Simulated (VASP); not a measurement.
**AlN in VASP: how settings move the PBE single point**

The PBE single point of AlN in the wurtzite structure, under +1.0 % strain along z alone is repeated with altered inputs. Which of them can be trusted?

Program: VASP 6.6.1. PAW datasets, plane waves. Spin-unpolarised (in the reference); all numbers are computed.

### Step 1. The cell

The cell comes from an earlier relaxation with r2SCAN in another program, then strained, with the atoms relaxed again. Some of the altered inputs switch spin polarisation on.

The symmetry is P6_3mc (No. 186, hexagonal); a = 3.107 Å, c = 5.028 Å in the conventional setting, 10.51 Å³ an atom. Al has 4 N at 1.89–1.91 Å; N has 4 Al at 1.89–1.91 Å.

Coordinates:

```cif
data_structure
_symmetry_space_group_name_H-M 'P 1'
_symmetry_Int_Tables_number 1
_cell_length_a 3.1067
_cell_length_b 3.1067
_cell_length_c 5.0284
_cell_angle_alpha 90.000
_cell_angle_beta 90.000
_cell_angle_gamma 120.000
_cell_volume 42.03
loop_
_atom_site_label
_atom_site_type_symbol
_atom_site_fract_x
_atom_site_fract_y
_atom_site_fract_z
_atom_site_occupancy
Al1 Al 0.33333 0.66667 0.99758 1
Al2 Al 0.66667 0.33333 0.49758 1
N1 N 0.33333 0.66667 0.37742 1
N2 N 0.66667 0.33333 0.87742 1
```

### Step 2. Reference

Contents of INCAR:

```
ENCUT = 520.000000
SIGMA = 0.020000
EDIFF = 1.00e-07
GGA = PE
PREC = Accurate
IBRION = -1
ISIF = 2
ISMEAR = -1
NBANDS = 16
NELM = 120
NSW = 0
LASPH = .TRUE.
LCHARG = .FALSE.
LWAVE = .FALSE.
LREAL = .FALSE.
```

Contents of KPOINTS:

```
KPOINTS created by Atomic Simulation Environment
0
Gamma
12 12 6
0 0 0
```

Contents of POSCAR:

```
Al N
 1.0000000000000000
     3.1066937601931870    0.0000000000000000    0.0000000000000000
    -1.5533468800965935    2.6904757181059007    0.0000000000000000
     0.0000000000000000    0.0000000000000000    5.0283774674000004
 Al  N
   2   2
Cartesian
  0.0000000000000001  1.7936504787372671 -0.0121858867581910
  1.5533468800965935  0.8968252393686336  2.5020028469418096
  0.0000000000000001  1.7936504787372671  1.8978274370331916
  1.5533468800965935  0.8968252393686336  4.4120161707331924
```

A file KPOINTS_OPT adds named points for the levels; it doesn't enter the self-consistent loop.

Potentials: the recommended PBE PAW datasets, 16 valence electrons.

Launch:

```
$ mpirun -np 1 vasp_std
```

### Step 3. Variant 1

Edit INCAR of step 2 so:

```diff
@@ -9,3 +9,2 @@
 NBANDS = 16
-NELM = 120
 NSW = 0
@@ -15 +14,5 @@
 LREAL = .FALSE.
+ISYM = 0
+ISPIN = 2
+MAGMOM = 0.5 0.5 0.5 0.5
+NELM = 86
```

Contents of KPOINTS:

```
KPOINTS created by Atomic Simulation Environment
0
Gamma
4 4 4
0 0 0
```

POSCAR is that of step 2.

### Step 4. Variant 2

Contents of INCAR:

```
ENCUT = 520.000000
SIGMA = 0.020000
EDIFF = 1.00e-07
IBRION = -1
ISIF = 2
ISMEAR = -1
NBANDS = 16
NSW = 0
LASPH = .TRUE.
LCHARG = .FALSE.
LWAVE = .FALSE.
LREAL = .FALSE.
ALGO = VeryFast
METAGGA = RTPSS
PREC = Low
NELM = 93
```

KPOINTS is that of step 2.

POSCAR is that of step 2.

### Step 5. Variant 3

Edit INCAR of step 2 so:

```diff
@@ -1,2 +1 @@
-ENCUT = 520.000000
 SIGMA = 0.020000
@@ -15 +14,2 @@
 LREAL = .FALSE.
+ENCUT = 450
```

KPOINTS is that of step 2.

POSCAR is that of step 2.

### Step 6. Variant 4

Edit INCAR of step 2 so:

```diff
@@ -9,3 +9,2 @@
 NBANDS = 16
-NELM = 120
 NSW = 0
@@ -15 +14,4 @@
 LREAL = .FALSE.
+NELM = 97
+ISPIN = 2
+MAGMOM = 1.0 1.0 1.0
```

KPOINTS is that of step 2.

POSCAR is that of step 2.

Before running it: what results should come out? Wanted: for each run, changed; ending; energy change; pressure; electronic steps; usable.

**Answer**, as computed:

| run | changed | ending | energy change (meV/atom) | pressure (GPa) | gap on the mesh (eV; negative: overlap) | electronic steps | time | usable |
| --- | --- | --- | --- | --- | --- | --- | --- | --- |
| ref. | – | converged | 0 | 2.4 | 4.20 | 14 | 35 s | yes |
| 1 | ISYM = 0, ISPIN = 2, MAGMOM = 0.5 0.5 0.5 0.5, NELM = 86, mesh 4×4×4 | converged | 8.0 | 2.4 | – | 16 | 30 s | no |
| 2 | ALGO = VeryFast, METAGGA = RTPSS, PREC = Low, NELM = 93 | converged | – | 0.1 | 4.16 | 29 | 2.8 min | no |
| 3 | ENCUT = 450 | converged | -1.6 | 1.7 | 4.20 | 14 | 23 s | yes |
| 4 | ISPIN = 2, MAGMOM = 1.0 1.0 1.0 | refused | – | – | – | – | 0.8 s | no |

Of 4 altered inputs, 1 gave no result, 2 ended normally on a faulty or unsound input, 1 gave usable results. «ENCUT = 450» moves the energy by -1.6 meV/atom.
